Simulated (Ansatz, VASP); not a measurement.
SnO2: VASP beside Ansatz

File POSCAR:

```
SnO2
1.0
    0.0000000000      2.5334669716      2.5334669716
    2.5334669716      0.0000000000      2.5334669716
    2.5334669716      2.5334669716      0.0000000000
Sn O
1 2
Direct
    0.0000000000      0.0000000000      0.0000000000
    0.2500000000      0.2500000000      0.2500000000
    0.7500000000      0.7500000000      0.7500000000
```

INCAR.step1

```
SYSTEM = SnO2
PREC = Accurate
ENCUT = 520
ISMEAR = 0
SIGMA = 0.01
LREAL = .FALSE.
LASPH = .TRUE.
NELM = 80
NBANDS = 20
GGA = PE
ALGO = Normal
EDIFF = 1E-4
LWAVE = .TRUE.
LCHARG = .FALSE.
```

INCAR.step2

```
SYSTEM = SnO2
PREC = Accurate
ENCUT = 520
EDIFF = 1E-6
ISMEAR = 0
SIGMA = 0.01
LREAL = .FALSE.
LASPH = .TRUE.
NELM = 80
ALGO = Normal
ISIF = 2
LWAVE = .FALSE.
LCHARG = .FALSE.
METAGGA = R2SCAN
LMIXTAU = .TRUE.
NBANDS = 20
ISTART = 1
```

Contents of KPOINTS:

```
Automatic mesh
0
G
  8 8 8
  0 0 0
```

Input for Ansatz:

```yaml
crystal:
  lattice:
    - [0.0, 2.5334669716, 2.5334669716]
    - [2.5334669716, 0.0, 2.5334669716]
    - [2.5334669716, 2.5334669716, 0.0]
  atoms:
    - { symbol: Sn, position: [0.0, 0.0, 0.0] }
    - { symbol: O, position: [0.25, 0.25, 0.25] }
    - { symbol: O, position: [0.75, 0.75, 0.75] }
kpoints:
  mp_grid: { grid: [8, 8, 8] }
  band_path:
    path:
      - [0.0, 0.0, 0.0]
      - [0.5, 0.0, 0.5]
      - [0.625, 0.25, 0.625]
      - [0.375, 0.375, 0.75]
      - [0.5, 0.5, 0.5]
      - [0.5, 0.25, 0.75]
      - [0.25, -0.5, -0.25]
    npoints: 1
hamiltonian:
  xc: r2scan
scf:
  occupations: { method: fixed }
  n_extra_bands: 4
output:
  forces: true
  stress: true
  eigenvalues: true
```

The cell was built by a generator and needn't be a form met in nature.

Alike in both runs: task single point; functional r2SCAN; k mesh 8 × 8 × 8; no spin polarisation.

|  | VASP | Ansatz |
| --- | --- | --- |
| version | VASP 6.6.1 | Ansatz 0.2.0 |
| potentials or method | VASP PAW PBE potentials, release 64 (Sn_d, O) | plane waves, PAW |
| plane-wave cutoff (eV) | 520 | 500 |
| occupations | gaussian, width 0.01 eV | fixed |
| valence electrons in the cell | 26 | 26 |

|  | VASP | Ansatz | Ansatz less VASP |
| --- | --- | --- | --- |
| gap on the k mesh at the Fermi level (eV) | 0.86 | 0.84 | -0.019 |
| pressure (GPa) | 1.4 | 0.0 | -1.36 |

Caveats: the PAW data sets were made with another functional, which shifts forces and pressure a little (VASP); spin-orbit coupling is left out, which moves the levels of the heavy elements. r2SCAN opens gaps a little over a GGA but as a rule still falls short of measured ones. A k mesh can miss the band edges.
